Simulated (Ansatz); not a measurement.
**Ti2O: a scan of the volume**

This session on Ti2O sets out to follow energy and moments against volume.

Program: Ansatz 0.2.0. Level of theory: DFT r2SCAN, scalar-relativistic, plane waves, PAW. These are calculated values, not measurements.

1 further run of the same task is left out (set aside as unsound or not needed). Runs told in other sessions of the task aren't counted.

## 1. The system as given

The structure is trigonal, space group P-3m1 (No. 164). The conventional cell has a = 2.919 Å, b = 2.919 Å, c = 4.713 Å, α = 90.00°, β = 90.00°, γ = 120.00°. Ti (site symmetry 3m) is surrounded by 3 O at 2.14 Å. O (site symmetry -3m) has 6 Ti at 2.14 Å in its first shell of neighbours.

Structure file:

```
CELL_PARAMETERS angstrom
2.91940 0.00000 0.00000
-1.45970 2.52827 0.00000
0.00000 0.00000 4.71300
ATOMIC_POSITIONS crystal
Ti 0.66667 0.33333 0.27874
Ti 0.33333 0.66667 0.72126
O 0.00000 0.00000 0.00000
```

Source of the structure: the Crystallography Open Database. It is taken as it stands there.

## 2. The base input

Input file input.yaml:

```yaml
crystal:
  lattice:
    - [2.9193980238, 0.0, 0.0]
    - [-1.4596990119, 2.5282728524, 0.0]
    - [0.0, 0.0, 4.713]
  atoms:
    - { symbol: Ti, position: [0.6666666667, 0.3333333333, 0.27874] }
    - { symbol: Ti, position: [0.3333333333, 0.6666666667, 0.72126] }
    - { symbol: O, position: [0.0, 0.0, 0.0] }
basis:
  ecutwfc: 500
kpoints:
  mp_grid: { grid: [18, 18, 10] }
hamiltonian:
  xc: r2scan
scf:
  occupations: { method: gaussian, width: 0.1 }
output:
  forces: true
  stress: true
  eigenvalues: true
  populations: true
```

It was run beforehand and gave: -1860.2015 eV/atom at zero smearing, pressure 9.02 GPa, largest force 1.049 eV/Å, no gap on the mesh, in 8 SCF cycles and 59 s.

## 3. V/V0 = 1.06, start: large parallel starting moments

Input file input.yaml:

```yaml
crystal:
  lattice:
    - [2.9766556588, 0.0, 0.0]
    - [-1.4883278294, 2.5778594189, 0.0]
    - [0.0, 0.0, 4.8054352321]
  atoms:
    - { symbol: Ti, position: [0.6666666667, 0.3333333333, 0.27874], spin: 2.5 }
    - { symbol: Ti, position: [0.3333333333, 0.6666666667, 0.72126], spin: 2.5 }
    - { symbol: O, position: [0.0, 0.0, 0.0] }
basis:
  ecutwfc: 500
kpoints:
  mp_grid: { grid: [18, 18, 10] }
hamiltonian:
  xc: r2scan
scf:
  occupations: { method: gaussian, width: 0.1 }
  lower_state_search: "off"
output:
  forces: true
  stress: true
  eigenvalues: true
  populations: true
magnetization:
  spin_polarized: true
```

Started as:

```bash
ansatz run input.yaml --threads 1 --pin off --max-ram 2560MiB --backend cpu --events-out ev --progress --plain --runs-dir out
```

Log (excerpt; [...] marks lines left out):

```text
Warning: RAYON_NUM_THREADS=1 ignored (pool sized by the plan → 1); use --threads N
[...]
Pseudopotentials: kind: paw
Pseudopotential: Ti, paw, valence charge 12, recommended cutoff 500 eV (meta_gga), Ti.paw.azcp
Pseudopotential: O, paw, valence charge 6, recommended cutoff 500 eV (meta_gga), O.paw.azcp
Functional definition: r2SCAN
[...]
Crystal: 3 atoms, lattice volume = 36.874 Å³
Basis set: ecut = 500 eV, 941 PW (Γ), exchange–correlation on 96×96×144 points (64 copies of the dense FFT grid, shifted against one another)
Bands: 22, of which v1, the nominal top of the filled ones, is band 15 counted from 1 (14 counted from 0)
Symmetry: 12 space group operations
Space group: P-3m1 (ITA 164), of the structure as read, at distance tolerance 3.3e-5 Å
Magnetic group: BNS 164.85 (UNI 1315), of the structure as read, at distance tolerance 3.3e-5 Å
k-points: 330 of 3240
[...]
Starting moments: Σ|m| = 5 μB on 2 of 3 sites
[...]
SCF iter   1: F=-5563.522578 eV  HF=-5581.650334 eV  |F-HF|=1.81e1  |Δ(HF+E_count)|=         —  Δρ=1.52e-1 (↑1.46e-1 ↓1.52e-1)  dr2=2.25e1  dr2_τ=2.82e-1  dr2_m=4.92e0  M=1.216 μB ∫|m|=1.727 μB  β_m=0.30  ethr=3.10e-3  ⟨swp⟩=4.6  Hψ=56375  notcnv=0
[...]
spin=Collinear: Kerker preconditioning applied to the charge; magnetization (m = ρ↑ − ρ↓) channel mixes plain (no charge-response kernel on spin).
[...]
spin-set hold released at iteration 8 (site moments contracting): the magnetisation degrees of freedom join the quasi-Newton model from the next iteration; the mixer history was flushed
[...]
WARN: the starting moments were not kept: the SCF closed with an absolute magnetisation of 9.3e-6 μB, where they sum to 5 μB in size (2 sites). That is at most 0.1 of that sum. Measured as dr2_m measures the in/out step, that magnetisation stands 2.1e-11 eV from none, at or under the [...]
this state was not tested for a lower state beside it, because the mixer in use, unlike msr1, does not test its closes by its own steps (another_mixer; see scf.mixing.algorithm and scf.lower_state_search)
SCF converged after 21 iterations
Magnetization: -0.0000 μB (15.0000 up, 15.0000 down)
Absolute magnetization: 0.0000 μB (∫|ρ↑−ρ↓|, with the PAW one-centre terms)
Spin contamination: 0.0000 ħ² per cell (⟨S²⟩ above its minimum at these occupations)
Per-site moments (μB) at R_I (Å): [(-2.9180424083369103e-6, 0.8988018962260063), (-2.9180424083388068e-6, 0.8988018962260063), (-1.9327646188293637e-7, 0.8988018962260063)]
Free energy (F): -5580.640982 eV
[...]
E sigma→0 (E₀):  -5580.638883 eV
Entropy (-TS):   -0.004197 eV (-1.399 meV/atom)
Fermi energy:    15.248494 eV
[...]
--- Forces (eV/Å), atoms counted from 1 ---
  atom   1  Ti    -0.00000000     0.00000000    -1.00267278
  atom   2  Ti     0.00000000    -0.00000000     1.00267278
  atom   3  O      0.00000000     0.00000000     0.00000000
[...]
--- Stress (GPa, compression-positive) ---
       -5.252158      -0.000000      -0.000000
        0.000000      -5.252158       0.000000
       -0.000000       0.000000       1.145416
  P = ⅓ Tr σ = -3.1196 GPa (-31.196 kbar)
--- Band table (eV; the first three rows and the last of 660) ---
[... band rows left out ...]
[...]
--- Löwdin populations: 3 sites ---
  site symbol       q [e]    m [muB]
     0     Ti     11.4663    -0.0000
     1     Ti     11.4663    -0.0000
     2      O      6.7994     0.0000
  spilling = 0.008935 (of n_electrons = 30.000000)
```

It took 5.5 min on 1 thread of Intel Xeon at 2.50GHz (Skylake/Cascade Lake), shared host; peak memory 0.82 GiB.

Read-out: -1860.2130 eV/atom at zero smearing, pressure -3.12 GPa, largest force 1.003 eV/Å and no gap on the mesh. The moments have vanished. The log warns that the starting moments were lost; that the state wasn't tested for a lower one.

## 4. V/V0 = 1.12, start: large parallel starting moments

input.yaml: that of step 3 with these lines changed.

```diff
@@ -2,5 +2,5 @@
   lattice:
-    - [2.9766556588, 0.0, 0.0]
-    - [-1.4883278294, 2.5778594189, 0.0]
-    - [0.0, 0.0, 4.8054352321]
+    - [3.0317914039, 0.0, 0.0]
+    - [-1.515895702, 2.6256083748, 0.0]
+    - [0.0, 0.0, 4.8944449404]
   atoms:
```

Started as:

```bash
ansatz run input.yaml --threads 1 --pin off --max-ram 2560MiB --backend cpu --events-out ev --progress --plain --runs-dir out
```

Log (excerpt; [...] marks lines left out):

```text
Warning: RAYON_NUM_THREADS=1 ignored (pool sized by the plan → 1); use --threads N
[...]
Pseudopotentials: kind: paw
Pseudopotential: Ti, paw, valence charge 12, recommended cutoff 500 eV (meta_gga), Ti.paw.azcp
Pseudopotential: O, paw, valence charge 6, recommended cutoff 500 eV (meta_gga), O.paw.azcp
Functional definition: r2SCAN
[...]
Crystal: 3 atoms, lattice volume = 38.961 Å³
Basis set: ecut = 500 eV, 989 PW (Γ), exchange–correlation on 96×96×144 points (64 copies of the dense FFT grid, shifted against one another)
Bands: 22, of which v1, the nominal top of the filled ones, is band 15 counted from 1 (14 counted from 0)
Symmetry: 12 space group operations
Space group: P-3m1 (ITA 164), of the structure as read, at distance tolerance 3.4e-5 Å
Magnetic group: BNS 164.85 (UNI 1315), of the structure as read, at distance tolerance 3.4e-5 Å
k-points: 330 of 3240
[...]
Starting moments: Σ|m| = 5 μB on 2 of 3 sites
[...]
WARN: the starting moments were not kept: the SCF closed with an absolute magnetisation of 2.7e-5 μB, where they sum to 5 μB in size (2 sites). That is at most 0.1 of that sum. Measured as dr2_m measures the in/out step, that magnetisation stands 2.4e-10 eV from none, at or under the [...]
Absolute magnetization: 0.0000 μB (∫|ρ↑−ρ↓|, with the PAW one-centre terms)
Spin contamination: 0.0000 ħ² per cell (⟨S²⟩ above its minimum at these occupations)
Per-site moments (μB) at R_I (Å): [(-9.48073056821585e-6, 0.9154501477910898), (-9.480730568059222e-6, 0.9154501477910897), (-2.690250424099251e-6, 0.9154501477910897)]
Free energy (F): -5580.538773 eV
[...]
E sigma→0 (E₀):  -5580.536531 eV
Entropy (-TS):   -0.004482 eV (-1.494 meV/atom)
Fermi energy:    14.313242 eV
[...]
--- Forces (eV/Å), atoms counted from 1 ---
  atom   1  Ti     0.00000000     0.00000000    -0.94379529
  atom   2  Ti    -0.00000000    -0.00000000     0.94379529
  atom   3  O      0.00000000     0.00000000     0.00000000
[...]
--- Stress (GPa, compression-positive) ---
      -13.863351      -0.000000      -0.000000
       -0.000000     -13.863351      -0.000000
       -0.000000      -0.000000      -8.643273
  P = ⅓ Tr σ = -12.1233 GPa (-121.233 kbar)
--- Band table (eV; the first three rows and the last of 660) ---
[... band rows left out ...]
[...]
--- Löwdin populations: 3 sites ---
  site symbol       q [e]    m [muB]
     0     Ti     11.4479    -0.0000
     1     Ti     11.4479    -0.0000
     2      O      6.8249    -0.0000
  spilling = 0.009309 (of n_electrons = 30.000000)
```

It took 5.5 min on 1 thread of Intel Xeon at 2.50GHz (Skylake/Cascade Lake), shared host; peak memory 0.84 GiB.

Read-out: -1860.1788 eV/atom at zero smearing, pressure -12.12 GPa, largest force 0.944 eV/Å and no gap on the mesh. The moments have vanished. The log warns that the starting moments were lost; that the state wasn't tested for a lower one.

## 5. V/V0 = 1.2, start: large parallel starting moments

input.yaml: that of step 4 with these lines changed.

```diff
@@ -2,5 +2,5 @@
   lattice:
-    - [3.0317914039, 0.0, 0.0]
-    - [-1.515895702, 2.6256083748, 0.0]
-    - [0.0, 0.0, 4.8944449404]
+    - [3.1023233269, 0.0, 0.0]
+    - [-1.5511616634, 2.6866908118, 0.0]
+    - [0.0, 0.0, 5.0083098366]
   atoms:
```

Started as:

```bash
ansatz run input.yaml --threads 1 --pin off --max-ram 2560MiB --backend cpu --events-out ev --progress --plain --runs-dir out
```

Log (excerpt; [...] marks lines left out):

```text
Warning: RAYON_NUM_THREADS=1 ignored (pool sized by the plan → 1); use --threads N
[...]
Pseudopotentials: kind: paw
Pseudopotential: Ti, paw, valence charge 12, recommended cutoff 500 eV (meta_gga), Ti.paw.azcp
Pseudopotential: O, paw, valence charge 6, recommended cutoff 500 eV (meta_gga), O.paw.azcp
Functional definition: r2SCAN
[...]
Crystal: 3 atoms, lattice volume = 41.744 Å³
Basis set: ecut = 500 eV, 1087 PW (Γ), exchange–correlation on 96×96×160 points (64 copies of the dense FFT grid, shifted against one another)
Bands: 22, of which v1, the nominal top of the filled ones, is band 15 counted from 1 (14 counted from 0)
Symmetry: 12 space group operations
Space group: P-3m1 (ITA 164), of the structure as read, at distance tolerance 3.5e-5 Å
Magnetic group: BNS 164.85 (UNI 1315), of the structure as read, at distance tolerance 3.5e-5 Å
k-points: 330 of 3240
[...]
Starting moments: Σ|m| = 5 μB on 2 of 3 sites
[...]
WARN: the starting moments were not kept: the SCF closed with an absolute magnetisation of 2.8e-5 μB, where they sum to 5 μB in size (2 sites). That is at most 0.1 of that sum. Measured as dr2_m measures the in/out step, that magnetisation stands 2.6e-10 eV from none, at or under the [...]
Absolute magnetization: 0.0000 μB (∫|ρ↑−ρ↓|, with the PAW one-centre terms)
Spin contamination: 0.0000 ħ² per cell (⟨S²⟩ above its minimum at these occupations)
Per-site moments (μB) at R_I (Å): [(5.287692845590905e-6, 0.9367472789882422), (5.2876928455936485e-6, 0.9367472789882422), (-8.738891810392618e-6, 0.9367472789882422)]
Free energy (F): -5580.249637 eV
[...]
E sigma→0 (E₀):  -5580.247197 eV
Entropy (-TS):   -0.004879 eV (-1.626 meV/atom)
Fermi energy:    13.195508 eV
[...]
--- Forces (eV/Å), atoms counted from 1 ---
  atom   1  Ti     0.00000000    -0.00000000    -0.85886858
  atom   2  Ti     0.00000000     0.00000000     0.85886858
  atom   3  O     -0.00000000    -0.00000000     0.00000000
[...]
--- Stress (GPa, compression-positive) ---
      -21.909276       0.000000      -0.000000
        0.000000     -21.909276      -0.000000
       -0.000000      -0.000000     -17.978549
  P = ⅓ Tr σ = -20.5990 GPa (-205.990 kbar)
--- Band table (eV; the first three rows and the last of 660) ---
[... band rows left out ...]
[...]
--- Löwdin populations: 3 sites ---
  site symbol       q [e]    m [muB]
     0     Ti     11.4265     0.0000
     1     Ti     11.4265     0.0000
     2      O      6.8540    -0.0000
  spilling = 0.009770 (of n_electrons = 30.000000)
```

Wall time 6.1 min (1 thread of Intel Xeon at 2.50GHz (Skylake/Cascade Lake), shared host); peak memory 0.88 GiB.

Read-out: -1860.0824 eV/atom at zero smearing, pressure -20.60 GPa, largest force 0.859 eV/Å and no gap on the mesh. The moments have vanished. The log warns that the starting moments were lost; that the state wasn't tested for a lower one.

## 6. V/V0 = 1.3, start: large parallel starting moments

input.yaml: that of step 5 with these lines changed.

```diff
@@ -2,5 +2,5 @@
   lattice:
-    - [3.1023233269, 0.0, 0.0]
-    - [-1.5511616634, 2.6866908118, 0.0]
-    - [0.0, 0.0, 5.0083098366]
+    - [3.186210226, 0.0, 0.0]
+    - [-1.593105113, 2.7593389975, 0.0]
+    - [0.0, 0.0, 5.1437346579]
   atoms:
```

Started as:

```bash
ansatz run input.yaml --threads 1 --pin off --max-ram 2560MiB --backend cpu --events-out ev --progress --plain --runs-dir out
```

Log (excerpt; [...] marks lines left out):

```text
Warning: RAYON_NUM_THREADS=1 ignored (pool sized by the plan → 1); use --threads N
[...]
Pseudopotentials: kind: paw
Pseudopotential: Ti, paw, valence charge 12, recommended cutoff 500 eV (meta_gga), Ti.paw.azcp
Pseudopotential: O, paw, valence charge 6, recommended cutoff 500 eV (meta_gga), O.paw.azcp
Functional definition: r2SCAN
[...]
Crystal: 3 atoms, lattice volume = 45.223 Å³
Basis set: ecut = 500 eV, 1117 PW (Γ), exchange–correlation on 96×96×160 points (64 copies of the dense FFT grid, shifted against one another)
Bands: 22, of which v1, the nominal top of the filled ones, is band 15 counted from 1 (14 counted from 0)
Symmetry: 12 space group operations
Space group: P-3m1 (ITA 164), of the structure as read, at distance tolerance 3.6e-5 Å
Magnetic group: BNS 164.85 (UNI 1315), of the structure as read, at distance tolerance 3.6e-5 Å
k-points: 330 of 3240
[...]
Starting moments: Σ|m| = 5 μB on 2 of 3 sites
[...]
WARN: the starting moments were not kept: the SCF closed with an absolute magnetisation of 3.0e-5 μB, where they sum to 5 μB in size (2 sites). That is at most 0.1 of that sum. Measured as dr2_m measures the in/out step, that magnetisation stands 2.0e-10 eV from none, at or under the [...]
Absolute magnetization: 0.0000 μB (∫|ρ↑−ρ↓|, with the PAW one-centre terms)
Spin contamination: 0.0000 ħ² per cell (⟨S²⟩ above its minimum at these occupations)
Per-site moments (μB) at R_I (Å): [(8.569158008196397e-6, 0.9620769484724329), (8.569158008098197e-6, 0.9620769484724329), (-5.335589966562938e-6, 0.9620769484724329)]
Free energy (F): -5579.723470 eV
[...]
E sigma→0 (E₀):  -5579.720768 eV
Entropy (-TS):   -0.005404 eV (-1.801 meV/atom)
Fermi energy:    11.970756 eV
[...]
--- Forces (eV/Å), atoms counted from 1 ---
  atom   1  Ti    -0.00000000     0.00000000    -0.75513688
  atom   2  Ti     0.00000000    -0.00000000     0.75513688
  atom   3  O     -0.00000000     0.00000000     0.00000000
[...]
--- Stress (GPa, compression-positive) ---
      -28.167222       0.000000      -0.000000
       -0.000000     -28.167222      -0.000000
       -0.000000       0.000000     -25.506050
  P = ⅓ Tr σ = -27.2802 GPa (-272.802 kbar)
--- Band table (eV; the first three rows and the last of 660) ---
[... band rows left out ...]
[...]
--- Löwdin populations: 3 sites ---
  site symbol       q [e]    m [muB]
     0     Ti     11.4037     0.0000
     1     Ti     11.4037     0.0000
     2      O      6.8837    -0.0000
  spilling = 0.010300 (of n_electrons = 30.000000)
```

Wall time 7.5 min (1 thread of Intel Xeon at 2.50GHz (Skylake/Cascade Lake), shared host); peak memory 0.91 GiB.

This run gives -1859.9069 eV/atom at zero smearing, pressure -27.28 GPa, largest force 0.755 eV/Å and no gap on the mesh. The moments have vanished. The log warns that the starting moments were lost; that the state wasn't tested for a lower one.

## 7. The sweep of the volume side by side

The cell is scaled evenly at fixed fractional positions; V0 is the volume of the base cell. Start: large parallel starting moments.

| V/V0 | energy above the lowest (meV/atom) | pressure (GPa) |
| --- | --- | --- |
| 1.06 | 0.00 | -3.1 |
| 1.12 | 34.1 | -12.1 |
| 1.20 | 131 | -20.6 |
| 1.30 | 306 | -27.3 |

## 8. Results

```
                                             quantity        value
lowest point, start “large parallel starting moments”  V/V0 = 1.06
```

What this shows: For the start “large parallel starting moments” the lowest point lies at V/V0 = 1.06, the smallest volume tried; all points are expanded cells, and the minimum lies below them. From this start no run keeps a moment; that shows where this start leads, and other orders were not tried at these volumes. The listed cell is far from this method's equilibrium (9.0 GPa, forces up to 1.05 eV/Å), so its values are not those of the relaxed crystal.
